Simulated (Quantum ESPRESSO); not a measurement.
Runs of Quantum ESPRESSO 7.5 on HfN. The structure is cubic, space group F-43m (No. 216). Conventional cell: a = 4.910 Å, b = 4.910 Å, c = 4.910 Å, α = 90.00°, β = 90.00°, γ = 90.00°. Hf (site symmetry -43m) has 4 N at 2.13 Å as nearest neighbours. N (site symmetry -43m) has 4 Hf at 2.13 Å as nearest neighbours. The cell comes from a database or a generator and needn't be the stable form of this composition.

```tsv
task	level	U	hubbard projectors	mixing beta	gap on the mesh (eV)	pressure (GPa)
single point	PBEsol+U	Hf d U = 8 eV	atomic	0.3	none	9.7
single point	PBEsol+U	Hf d U = 1 eV	atomic	0.3	none	-3.7
single point	PBEsol+U	Hf d U = 3 eV	atomic	0.3	none	-0.3
single point	PBEsol	-	atomic	0.5	none	-5.1
single point	PBEsol+U	Hf d U = 6 eV	atomic	0.3	none	5.5
single point	PBEsol+U	Hf d U = 5 eV	atomic	0.3	none	(a)
single point	PBEsol+U	Hf d U = 2 eV	atomic	0.3	none	(b)
single point	PBEsol+U	Hf d U = 4 eV	atomic	0.3	none	1.6
```

Alike in all rows: potentials or basis GBRV 1.5 PBEsol; no spin polarisation; cell as given; k mesh 9 × 9 × 9; cutoff (eV) 612; smearing fermi-dirac 0.05 eV.

Q: Fill in the values left out.

A: (a) 3.6; (b) -2.1.

Caveats: U without spin polarisation on a metal has little footing (some runs).

A k mesh can miss the band edges, and the runs leave out spin-orbit coupling on Hf.

A gap of «none» marks a metal or a gap under the smearing width.

Not every run made on this cell is shown here.
